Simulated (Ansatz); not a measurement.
**Compressing Zn: a fit and a missing row**

Zn, Im-3m, a = 3.132 Å. This isn't the element's structure at ambient conditions. Ansatz: PBE, PAW, 420 eV, Γ-centred 18×18×18 mesh on 1 atom, Gaussian smearing 0.10 eV; no spin polarisation. Symmetry fixes shape and atoms, so the cell is only scaled; pressure is positive in compression.

| V (Å³/atom) | P (GPa) |
| --- | --- |
| 13.518 | ? |
| 13.979 | 8.05 |
| 14.440 | 4.87 |
| 14.901 | 2.21 |
| 15.361 | 0.00 |
| 15.822 | -1.80 |
| 16.283 | -3.25 |
| 16.898 | -4.75 |

Q: Take V0 = 15.361 Å³/atom, fit the third-order Birch–Murnaghan form to the other rows, and predict the missing pressure.

A: With the Eulerian strain f = ½[(V0/V)^(2/3) − 1] and y = P/[3f(1 + 2f)^(5/2)], the form is the line y = B0 + 1.5 B0 (B0′ − 4) f. Rows (f, y): 0.03243, 70.7; 0.02104, 69.6; 0.01024, 68.4; -0.00976, 64.6; -0.01906, 62.6; -0.03080, 60.3. Means f = 0.0006817, y = 66.033; Σ(Δf)² = 0.003004, ΣΔfΔy = 0.5066; the slope is their ratio. y = 65.92 + 168.7 f GPa, so B0 = 65.9 GPa and B0′ = 4 + 2 × (168.7)/(3 × 65.92) = 5.71. At V = 13.518, f = 0.04447, y = 73.42 and P = 12.12 GPa. The run gave 11.83 GPa, so the fit is 0.29 GPa too high, 1.7 % of the span of the series, against an rms of 0.04 GPa on the fitted rows. The row lies outside the fitted range. The points of y bend away from a line: a fourth-order term fitted to them gives P = 11.85 GPa at this row's volume (the line 12.12, the run 11.83).

Cost: 8 runs of about 0.36 core-minutes in all, on Intel Xeon Platinum 8488C (Sapphire Rapids) (shared hosts).